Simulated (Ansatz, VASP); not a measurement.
# SrO: VASP beside Ansatz, part 2 of 2

Wanted: the spread between two codes on one cell, functional and k mesh.

VASP 6.6.1 and Ansatz 0.2.0.

So far: The structure; VASP: band structure, HSE06.

### 3. Ansatz: band structure, HSE06

Level of this step: Ansatz beside VASP: Kohn-Sham DFT, plane waves, HSE06 (Ansatz).

Ansatz runs on its default PAW (the set named soft_2) files.

The same cell, functional, mesh and smearing now go to Ansatz, which takes its cutoff from its data sets.

input.yaml reads:

```yaml
crystal:
  lattice:
    - [0.0, 2.58066, 2.58066]
    - [2.58066, 0.0, 2.58066]
    - [2.58066, 2.58066, 0.0]
  atoms:
    - { symbol: Sr, position: [0.0, 0.0, 0.0] }
    - { symbol: O, position: [0.5, 0.5, 0.5] }
hamiltonian:
  xc: { exchange: pbe, correlation: pbe, exx: { coeff: 0.25, omega: 0.2 } }
  pseudopotentials: { kind: paw }
kpoints:
  mp_grid: { grid: [5, 5, 5] }
  band_path:
    path:
      - [0.0, 0.0, 0.0]
      - [0.5, 0.0, 0.5]
      - [0.5, 0.2, 0.7]
      - [0.4, 0.35, 0.75]
      - [0.15, 0.15, 0.3]
      - [0.2, 0.2, 0.2]
      - [0.55, 0.4, 0.55]
      - [0.6, 0.25, 0.65]
      - [0.5, 0.25, 0.75]
      - [0.5, 0.5, 0.5]
      - [0.375, 0.375, 0.75]
      - [0.5, 0.0, 0.5]
    npoints: 1
scf:
  occupations: { method: gaussian, width: 0.02 }
  n_extra_bands: 7
output:
  forces: true
  stress: true
  eigenvalues: true
  write_density: true
  write_potential: true
  elf: true
  volumetric_format: npy
```

Run with:

```sh
ansatz run input.yaml --threads 4 --pin off --max-ram 9216MiB --backend cpu --events-out ev --progress --plain --runs-dir out
```

Numbers of over 12 decimals in the logs are rounded to 6 here.

The program printed:

```text
Warning: output.stress: scf.convergence.dr2_threshold = 1e-7 eV (the SCF's general default) is looser than the 2e-10 eV advised for a printed stress (1e-10 eV for each atom of the cell: 2). What an SCF threshold leaves in a stress goes as its square root, and in the free energy as the threshold itself, and one threshold admits the most on a small cell: [figures from the program's tests cut] Set scf.convergence.dr2_threshold to 2e-10 eV or tighter. The threshold is an SCF's pass mark: one that does not reach it within its budget of iterations ends unconverged, or closes short of it on a stop that the run arms, and scf.convergence.dr2_threshold's page says what that costs each kind of run
Warning: output.stress: scf.exx.energy_threshold = 1e-6 eV is looser than the 2e-8 eV advised for a stress under a hybrid functional (1e-8 eV for each atom of the cell: 2). Every SCF of the exchange loop can meet its threshold on dr2 while the loop round them stops early: no threshold on dr2 bounds what that leaves in the stress. Set scf.exx.energy_threshold to 2e-8 eV or tighter. The threshold is the loop's pass mark: a loop that does not reach it within its budget of cycles ends unconverged, and scf.exx.energy_threshold's page has the law
scf.n_extra_bands = 7 over 8 filled bands (N_el = 16.0): the run solves 15 bands
Engine: ansatz 0.2.0, aarch64-unknown-linux-gnu
Pseudopotentials: kind: paw
Pseudopotential: Sr, paw, valence charge 10, recommended cutoff 420 eV (normal), Sr.paw.azcp
Pseudopotential: O, paw, valence charge 6, recommended cutoff 420 eV (normal), O.paw.azcp
Functional definition: unnamed
  parameter a_1 = 0.25
  parameter omega_1 = 0.2/angstrom
  exchange = pbe_x + (-a_1)*pbe_x_sr(omega_1) + a_1*exact_x_sr(omega_1)
  correlation = pbe_c
Crystal: 2 atoms, lattice volume = 34.373 Å³
Basis set: ecut = 420 eV, 645 PW (Γ), exchange–correlation on 50×50×50 points (8 copies of the dense FFT grid, shifted against one another)
Bands: 15, of which v1, the nominal top of the filled ones, is band 8 counted from 1 (7 counted from 0)
Symmetry: 48 space group operations
Space group: Fm-3m (ITA 225), of the structure as read, at distance tolerance 3.3e-5 Å
k-points: 10 of 125
Non-local potential: Sr, projectors of the file, l = 0: 3, l = 1: 2, l = 2: 2
Non-local potential: O, projectors of the file, l = 0: 2, l = 1: 2, l = 2: 1
PAW form: soft (Blöchl's): semilocal exchange-correlation on the pseudo side does not see the compensation charge
PAW frozen core: Sr, regenerated for the run's functional, and the local potential with it (the file was generated under x = pbe(κ = 0.804, μ = 0.219515), c = pbe(β = 0.066725))
PAW frozen core: O, regenerated for the run's functional, and the local potential with it (the file was generated under x = pbe(κ = 0.804, μ = 0.219515), c = pbe(β = 0.066725))
PAW one-centre angular grid: Sr, 110 points (default); XC on 64 Gauss nodes
PAW one-centre angular grid: O, 110 points (default); XC on 96 Gauss nodes
Initial density: superposition of atomic densities (neutral atoms: chi_scale 0, normalization atom), corrected by the library's trained network
Initial wavefunctions: pseudopotential atomic-orbital guess
Functional: x = pbe(κ = 0.804, μ = 0.219515), c = pbe(β = 0.066725), warm-up for x = pbe(κ = 0.804, μ = 0.219515) + 0.25 (exact − pbe) at short range (hse, ω = 0.2 Å⁻¹), c = pbe(β = 0.066725)
SCF iter   1: F=—  HF=-4114.624482 eV  |F-HF|=—  |Δ(HF+E_count)|=         —  Δρ=1.20e-3  dr2=3.08e-4  ethr=1.77e-3  ⟨swp⟩=2.0  Hψ=1070  notcnv=0
preconditioner: auto → none  [insulator: Δε(μ)=3.494 eV  Ē_g=18.158 eV  σ=0.020 eV  W_gap=1.00  n_scr=8 (ndim 8)  ℏωp=23.7 eV  f_vac=0.000  D(μ)=0.00/eV (n_scr^D=0)]
SCF iter   2: F=-4114.624596 eV  HF=-4114.624552 eV  |F-HF|=4.33e-5  |Δ(HF+E_count)|=   7.08e-5  Δρ=4.27e-4  dr2=3.24e-5  ethr=1.93e-6  ⟨swp⟩=3.6  Hψ=357  notcnv=0  defer=3
SCF 1 stopped early in 2 iterations: F = -4114.624596 eV  dr2 = 3.24e-5
  greatest PAW one-centre occupation: 0.987 electrons in one spin orbital (limit 2), on the Sr atom at site 0 (counted from 0), in its partial waves of l = 0
Initial density: handed on by an earlier stage of this run
Initial wavefunctions: those handed on with the density
Functional: x = pbe(κ = 0.804, μ = 0.219515) + 0.25 (exact − pbe) at short range (hse, ω = 0.2 Å⁻¹), c = pbe(β = 0.066725)
Exchange kernel: α = 0.2500, screened, ω = 0.2000 Å⁻¹, Wigner–Seitz truncation, v(0) = 1120.3319 eV·Å³, q-mesh 5×5×5, nearest image of the exchange supercell L = 18.25 Å, pair-density grid 15×15×15, without the augmentation charges, whose exchange is taken in its separable form by FFT convolution over the k-point mesh (sized by the pseudopotential files, 20×20×20 at the most), smooth part of the exact exchange by density-matrix convolution
Frozen-core exchange: fock
SCF iter   1: F=—  HF=-4116.984686 eV  |F-HF|=—  |Δ(HF+E_count)|=         —  Δρ=7.85e-3  dr2=3.60e-2  ethr=2.02e-6  ⟨swp⟩=5.9  Hψ=692  notcnv=0
preconditioner: auto → none  [insulator: Δε(μ)=5.170 eV  Ē_g=20.549 eV  σ=0.020 eV  W_gap=1.00  n_scr=8 (ndim 8)  ℏωp=23.7 eV  f_vac=0.000  D(μ)=0.00/eV (n_scr^D=0)]
SCF iter   2: F=—  HF=-4116.978166 eV  |F-HF|=—  |Δ(HF+E_count)|=   6.52e-3  Δρ=8.47e-3  dr2=1.71e-2  ethr=2.02e-6  ⟨swp⟩=4.7  Hψ=529  notcnv=0
SCF iter   3: F=—  HF=-4116.974556 eV  |F-HF|=—  |Δ(HF+E_count)|=   3.61e-3  Δρ=2.07e-3  dr2=1.70e-3  ethr=2.02e-6  ⟨swp⟩=4.0  Hψ=413  notcnv=0
SCF iter   4: F=—  HF=-4116.978822 eV  |F-HF|=—  |Δ(HF+E_count)|=   4.27e-3  Δρ=8.78e-4  dr2=4.17e-4  ethr=2.02e-6  ⟨swp⟩=3.1  Hψ=347  notcnv=0
iter 5 solved again at ethr=3.45e-8 eV; its pass at ethr=2.02e-6 eV (dr2=5.53e-6 eV) is discarded
SCF iter   5: F=—  HF=-4116.978719 eV  |F-HF|=—  |Δ(HF+E_count)|=   1.03e-4  Δρ=1.19e-4  dr2=7.83e-6  ethr=3.45e-8  ⟨swp⟩=2.8  Hψ=489  notcnv=0
SCF iter   6: F=-4116.978719 eV  HF=-4116.978719 eV  |F-HF|=6.96e-8  |Δ(HF+E_count)|=   1.32e-7  Δρ=2.17e-5  dr2=2.48e-6  ethr=3.39e-8  ⟨swp⟩=2.0  Hψ=236  notcnv=0
SCF 2 stopped early in 6 iterations: F = -4116.978719 eV  dr2 = 2.48e-6
hybrid outer 1: dexx = +5.209e-3 eV, tail = 1.12e-5 eV
Exchange kernel: α = 0.2500, screened, ω = 0.2000 Å⁻¹, Wigner–Seitz truncation, v(0) = 1120.3319 eV·Å³, q-mesh 5×5×5, nearest image of the exchange supercell L = 18.25 Å, pair-density grid 15×15×15, without the augmentation charges, whose exchange is taken in its separable form by FFT convolution over the k-point mesh (sized by the pseudopotential files, 20×20×20 at the most), smooth part of the exact exchange by density-matrix convolution
Frozen-core exchange: fock
SCF iter   1: F=—  HF=-4116.978788 eV  |F-HF|=—  |Δ(HF+E_count)|=         —  Δρ=1.28e-4  dr2=3.21e-6  ethr=3.49e-7  ⟨swp⟩=3.8  Hψ=408  notcnv=0
preconditioner: auto → none  [insulator: Δε(μ)=5.009 eV  Ē_g=20.499 eV  σ=0.020 eV  W_gap=1.00  n_scr=8 (ndim 8)  ℏωp=23.7 eV  f_vac=0.001  D(μ)=0.00/eV (n_scr^D=0)]
SCF iter   2: F=—  HF=-4116.978787 eV  |F-HF|=—  |Δ(HF+E_count)|=   8.67e-7  Δρ=1.30e-5  dr2=3.49e-8  ethr=1.98e-8  ⟨swp⟩=3.0  Hψ=255  notcnv=0
SCF iter   3: F=—  HF=-4116.978787 eV  |F-HF|=—  |Δ(HF+E_count)|=   3.11e-7  Δρ=8.35e-6  dr2=1.46e-8  ethr=7.04e-11  ⟨swp⟩=4.1  Hψ=391  notcnv=0
SCF iter   4: F=-4116.978787 eV  HF=-4116.978787 eV  |F-HF|=7.28e-12  |Δ(HF+E_count)|=   2.77e-9  Δρ=4.00e-7  dr2=2.16e-10  ethr=7.04e-11  ⟨swp⟩=3.0  Hψ=257  notcnv=0
SCF 3 converged in 4 iterations: F = -4116.978787 eV  dr2 = 2.16e-10
  Residual-converged pass: ⟨swp⟩=3.0  Hψ=282  notcnv=0  max |occ|·‖R‖ = 2.4e-6 eV (tolerance 2.4e-6 eV)  dr2=2.25e-10  dr2_onsite=2.64e-11  max |Δocc| = 0.0e0
hybrid outer 2: dexx = +3.892e-7 eV, tail = 3.62e-9 eV, Δε = 7.72e-4 eV (about 1.45e-5 eV left of the loop's levels)
NSCF: frozen V_eff on 12 k-points
hybrid SCF converged: 2 outer / 10 inner (+2 warm-up), last move |dexx| = 3.89e-7 eV, tail = 3.62e-9 eV
Stability not checked: this state was not tested for a lower state beside it, because the functional holds exact exchange (a hybrid, or Hartree-Fock), whose exchange loop this test does not read (fock_operator; see scf.lower_state_search)
Free energy (F): -4116.978787 eV
Frozen-core exchange: fock
Harris-Foulkes:  -4116.978787 eV  (|F-HF|=7.28e-12)
Internal energy: -4116.978787 eV  (E = F + TS)
E sigma→0 (E₀):  -4116.978787 eV
Fermi energy:    9.241103 eV
--- Per-component energies (eV) ---
  E_band       = -88.125004
  E_kinetic    = 423.748348
  E_local      = -868.921974  (includes V_loc(G=0)·N_el)
  E_nonlocal   = 248.516418
  E_hartree    = 236.457852
  E_xc         = -199.091814
  E_vxc        = -206.119532  (∫ρ·V_xc dr)
  E_exx        = -43.173710  (= α·E_x^exact, valence–valence)
  E_paw        = -2861.888191  (= ΣΔE_a)
  E_vpaw       = -71.918880  (= ΣTr[D̂ρ^β])
  E_aug_tail   = 0.002384  (compensation charges beyond the density's cutoff)
  E_ewald      = -1052.229361
  E_core_change = -0.398739  (= ΣΔE_core)
  E_smearing   = -0.000000  (= −TS)
  E_closure    = -0.000000  (closes the sum)
  Σ components = -4116.978787   (vs F -4116.978787, Δ=0.00e0)
--- Forces (eV/Å), atoms counted from 1 ---
  atom   1  Sr    -0.00000000     0.00000000    -0.00000000
  atom   2  O      0.00000000     0.00000000    -0.00000000
  max |Σ_I F_I| component: 9.40e-30 eV/Å
--- Stress (GPa, compression-positive) ---
       -0.413932       0.000000       0.000000
        0.000000      -0.413932      -0.000000
       -0.000000      -0.000000      -0.413932
  P = ⅓ Tr σ = -0.4139 GPa (-4.139 kbar)
--- Band table (eV; the first three rows and the last of 10) ---
  k-point 0: bands = [... 4 lower, -7.8802, 6.7358, 6.7358, 6.7358, 12.1638, 14.6580, 14.6580, 14.6580, ... 3 higher]
  k-point 1: bands = [... 4 lower, -7.4461, 5.7966, 6.2936, 6.2936, 13.7482, 14.3833, 15.4404, 15.4404, ... 3 higher]
  k-point 2: bands = [... 4 lower, -6.9867, 4.6827, 5.6800, 5.6800, 14.8055, 16.2047, 17.0991, 17.0991, ... 3 higher]
  k-point 9: bands = [... 4 lower, -7.4656, 5.5197, 6.0113, 6.3369, 13.6353, 15.4359, 17.2530, 19.0042, ... 3 higher]
```

It took 8.2 s on 4 threads of Arm Neoverse V2, shared host; peak memory 0.58 GiB.

In the SCF lines HF is the Harris–Foulkes energy and dr2 the Hartree energy of the density residual, in eV; the loop may stop once dr2 is under the threshold and the program's other checks hold. Hψ counts applications of the Hamiltonian.

### 4. Comparison

Known differences besides the potentials themselves: exact exchange at q = 0 is treated differently, which shows on coarse meshes; VASP keeps PBE cores, Ansatz makes them for the functional; the cutoff is 420 eV in Ansatz and 520 eV in VASP; VASP takes a coarser grid for exact exchange (PRECFOCK = Fast). Total energies have different zeros and are not compared.

Both answers:

```
                     quantity  Ansatz   VASP  difference
gap over the path points (eV)   4.817  4.767      +0.050
```

Levels at points of the path, from each program's valence-band top (eV; 3 filled, then empty):

```
k (reciprocal lattice)                             Ansatz                               VASP
     0.000 0.000 0.000      0.00 0.00 0.00 5.43 7.92 7.92      0.00 0.00 0.00 5.40 7.87 7.87
     0.500 0.000 0.500  -0.47 -0.10 -0.10 4.82 9.54 12.03  -0.50 -0.11 -0.11 4.77 9.50 11.99
     0.500 0.200 0.700  -1.07 -0.48 -0.39 6.76 8.62 10.35  -1.09 -0.51 -0.41 6.73 8.60 10.30
     0.400 0.350 0.750  -0.99 -0.56 -0.49 6.42 9.46 10.52  -1.02 -0.59 -0.53 6.38 9.45 10.46
     0.150 0.150 0.300   -1.27 -0.72 -0.21 7.38 7.41 8.73   -1.28 -0.74 -0.23 7.35 7.38 8.69
     0.200 0.200 0.200   -0.94 -0.44 -0.44 7.01 7.65 8.71   -0.95 -0.45 -0.45 6.99 7.62 8.66
     0.550 0.400 0.550  -1.88 -1.03 -0.95 8.10 8.94 10.94  -1.91 -1.05 -0.98 8.07 8.92 10.89
     0.600 0.250 0.650  -0.99 -0.56 -0.49 6.42 9.46 10.52  -1.02 -0.59 -0.53 6.38 9.45 10.46
     0.500 0.250 0.750  -1.17 -0.45 -0.45 7.65 7.65 10.42  -1.18 -0.47 -0.47 7.63 7.63 10.37
     0.500 0.500 0.500  -2.22 -1.15 -1.15 8.26 9.89 10.72  -2.25 -1.18 -1.18 8.22 9.91 10.67
```

Among the levels compared at these points, filled levels agree within 35 meV and empty ones within 57 meV.

### 5. Results

* difference in gap over the path points (band structure, HSE06): 0.050 eV

What this shows: The difference in gap over the path points is 0.050 eV (band structure, HSE06), within the 0.08 eV picked in this series as the mark of a large difference. Such differences can come from data sets, numerical settings and the points named under the comparisons, not from the functional's error against experiment.

[Lines on the potential files, build, host, timing and source positions are cut from VASP's logs without a mark.]

[Logs are printed without paths, hosts, clocks, repeated set-up lines and the standing remarks that a program may print on its own settings, such as how far it seeks lower states.]

[Hosts, paths, dates, database ids (printed as entryN), source tags and the programs' standing remarks are cut or masked in the printed files.]
